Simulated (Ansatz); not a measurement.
# Ca: a tetragonal deformation path

An exercise on one series of results from a longer session: the logs are not shown, and one member is left open.

Program: Ansatz 0.2.0. Level of theory: DFT PBE, scalar-relativistic, plane waves, PAW. These are calculated values, not measurements.

**The starting structure**

It takes space group Fm-3m (No. 225, cubic). Conventional cell: a = 5.588 Å, b = 5.588 Å, c = 5.588 Å, α = 90.00°, β = 90.00°, γ = 90.00°. Around Ca (site symmetry m-3m) lie 12 Ca at 3.95 Å.

Structure file:

```
Ca
1.0
     0.00000    2.79420    2.79420
     2.79420    0.00000    2.79420
     2.79420    2.79420    0.00000
Ca
1
Direct
  0.00000 0.00000 0.00000
```

The cell is taken as given, not relaxed at this level.

**Zero of energy**

The reference gives a free energy of -1816.8651 eV, pressure -0.56 GPa, largest force 0.000 eV/Å and gap on the mesh none (metal). It was computed beforehand with the settings of the runs below.

The first run:

At fixed volume and fractional coordinates, lengths along (0.000, 0.000, 1.000) are scaled against those across it; ρ is that ratio over its starting value.

input.yaml

```yaml
crystal:
  lattice:
    - [0.0, 3.1365413478, 2.2175347329]
    - [3.1365413478, 0.0, 2.2175347329]
    - [3.1365413478, 3.1365413478, 0.0]
  atoms:
    - { symbol: Ca, position: [0.0, 0.0, 0.0] }
basis:
  ecutwfc: 420
kpoints:
  mp_grid: { grid: [16, 16, 16] }
hamiltonian:
  xc: pbe
scf:
  occupations: { method: gaussian, width: 0.15 }
output:
  forces: true
  stress: true
  eigenvalues: true
```

Command:

```sh
$ ansatz run input.yaml --threads 1 --pin off --max-ram 2560MiB --backend cpu --events-out ev --progress --plain --runs-dir out
```

Among the steps run: Point ρ = 0.707; At ρ = 1.414; At ρ = 0.850; ρ = 1.200; ρ = 0.780; ρ = 1.300; ρ = 0.920; Point ρ = 1.100; ρ = 0.650; ρ = 1.500; Point ρ = 0.960; Point ρ = 1.050.

One of the session's tables, all rows but one given; the rest of the session is left out.

It belongs to the step «The scan collected». Collected from the runs (energy zero: the undisturbed cell):

| ρ | ΔE (meV/atom) | pressure (GPa) |
| --- | --- | --- |
| 0.650 | 15.5 | -0.6 |
| 0.707 | 15.0 | -0.5 |
| 0.780 | 12.9 | -0.6 |
| 0.850 | 8.2 | -0.6 |
| 0.920 | 3.1 | -0.6 |
| 0.960 | 0.9 | -0.6 |
| 1.000 | 0.0 | -0.6 |
| 1.050 | 1.8 | -0.6 |
| 1.100 | ? | ? |
| 1.200 | 36.7 | -0.6 |
| 1.300 | 83.6 | -0.5 |
| 1.414 | 162.2 | -0.4 |
| 1.500 | 237.1 | -0.2 |

Estimate the missing values for ρ = 1.100.

Worked estimate for «ΔE (meV/atom)». A straight line through the neighbours (1.050, 1.8) and (1.200, 36.7) gives 1.8 + (36.7 − 1.8) × (1.100 − 1.050) / (1.200 − 1.050) = 13.4; a parabola fitted to 4 rows on both sides gives 8.7.

As computed: ΔE (meV/atom): 8.1; pressure (GPa): -0.6. In «ΔE (meV/atom)» the line misses by +5.3 and the parabola by +0.6.
